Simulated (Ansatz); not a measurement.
# Be: response to strain

Be is deformed so: equal xx and yy strain of -2 %. What stress and forces result, by LAPW, PAW and all-electron datasets made for the crystal?

Method: DFT PBE, scalar-relativistic, in Ansatz 0.2.0.

### 1 The starting structure

It takes space group Im-3m (No. 229, cubic). The conventional cell has a = 2.506 Å, b = 2.506 Å, c = 2.506 Å, α = 90.00°, β = 90.00°, γ = 90.00°. Around Be (site symmetry m-3m) lie 8 Be at 2.17 Å.

Coordinates:

```
Be
1.0
    -1.25312    1.25312    1.25312
     1.25312   -1.25312    1.25312
     1.25312    1.25312   -1.25312
Be
1
Direct
  0.00000 0.00000 0.00000
```

### 2 The deformed structure

Space group Im-3m before, I4/mmm after.

### 3 LAPW, all electrons

input.yaml

```yaml
crystal:
  lattice:
    - [-1.2280585323, 1.2280585323, 1.2531209513]
    - [1.2280585323, -1.2280585323, 1.2531209513]
    - [1.2280585323, 1.2280585323, -1.2531209513]
  atoms:
    - { symbol: Be, position: [0.0, 0.0, 0.0] }
kpoints:
  mp_grid: { grid: [23, 23, 23] }
  band_path:
    path:
      - [0.0, 0.0, 0.0]
      - [0.0, 0.0, 0.5]
      - [0.25, 0.25, 0.25]
      - [0.0, 0.5, 0.0]
      - [0.0, 0.0, 0.0]
      - [0.5, 0.5, -0.5]
      - [0.4901, 0.5099, -0.4901]
      - [-0.4901, 0.4901, 0.4901]
      - [0.0, 0.0, 0.0]
    npoints: 5
scf:
  occupations: { method: fermi_dirac, width: 0.03 }
hamiltonian:
  xc: pbe
  pseudopotentials: { kind: all_electron, lapw: { basis_error: 0.00025 } }
output:
  forces: true
  stress: true
  eigenvalues: true
```

Command:

```console
> ansatz run input.yaml --threads 1 --pin off --max-ram 3072MiB --backend cpu --events-out ev --progress --plain --runs-dir out
```

### 4 PAW on the default files

input.yaml

```yaml
crystal:
  lattice:
    - [-1.2280585323, 1.2280585323, 1.2531209513]
    - [1.2280585323, -1.2280585323, 1.2531209513]
    - [1.2280585323, 1.2280585323, -1.2531209513]
  atoms:
    - { symbol: Be, position: [0.0, 0.0, 0.0] }
kpoints:
  mp_grid: { grid: [23, 23, 23] }
scf:
  occupations: { method: fermi_dirac, width: 0.03 }
hamiltonian:
  xc: pbe
  pseudopotentials: { kind: paw }
output:
  forces: true
  stress: true
  eigenvalues: true
  efg: { contact_densities: true }
```

### 5 Datasets made for this crystal

input.yaml: that of step 4 with these lines changed.

```diff
@@ -13,3 +13,3 @@
   xc: pbe
-  pseudopotentials: { kind: paw }
+  pseudopotentials: { kind: all_electron, datasets: crystal }
 output:
```

(Steps that only read results are left out.)

Before running it: what results should come out? Wanted: pressure; largest shear or deviatoric stress.

**Answer**, as computed:

| quantity | value |
| --- | --- |
| pressure | LAPW 4.35, PAW 4.39, crystal datasets 4.35 GPa |
| largest shear or deviatoric stress (LAPW) | 0.57 GPa |

The largest part of the stress beyond the pressure is 0.57 GPa in size, in the zz component. No run of the undeformed cell stands beside it, so the pressure holds what the given cell had before the change. PAW: stress within 0.04 GPa of LAPW. Crystal datasets: stress within 0.01 GPa of LAPW.
